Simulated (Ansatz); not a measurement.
## BeSe: what relativity and spin–orbit coupling change

```
Be Se
1.0
     0.00000    2.58854    2.58854
     2.58854    0.00000    2.58854
     2.58854    2.58854    0.00000
Be Se
1 1
Direct
  0.00000 0.00000 0.00000
  0.25000 0.25000 0.25000
```

Atom numbers follow the list: Be1, Se2.

The structure comes from a relaxation in the same program, started in the zincblende type, and has space group F-43m. Whether it is a known phase or the ground state wasn't checked.

One fixed cell is solved with PBE by all-electron LAPW in Ansatz 0.2.0 under different relativistic treatments. Pressure is positive in compression.

The runs use a Γ-centred 14×14×14 k mesh, Fermi–Dirac smearing of 0.05 eV, basis error target 1 meV/atom, no spin polarisation.

```json
{"setting": "scalar-relativistic", "P (GPa)": "0.03", "gap on the k mesh (eV)": "2.67"}
{"setting": "non-relativistic", "P (GPa)": "0.37", "gap on the k mesh (eV)": "?"}
{"setting": "with spin–orbit coupling", "P (GPa)": "0.03", "gap on the k mesh (eV)": "?"}
{"setting": "scalar-relativistic, point nuclei", "P (GPa)": "0.03", "gap on the k mesh (eV)": "2.67"}
```

**Question.** What belongs in the row "non-relativistic", column "gap on the k mesh (eV)"?

**Answer.** 2.73.

**Question.** Give the missing entry: row "with spin–orbit coupling", column "gap on the k mesh (eV)".

**Answer.** 2.53.
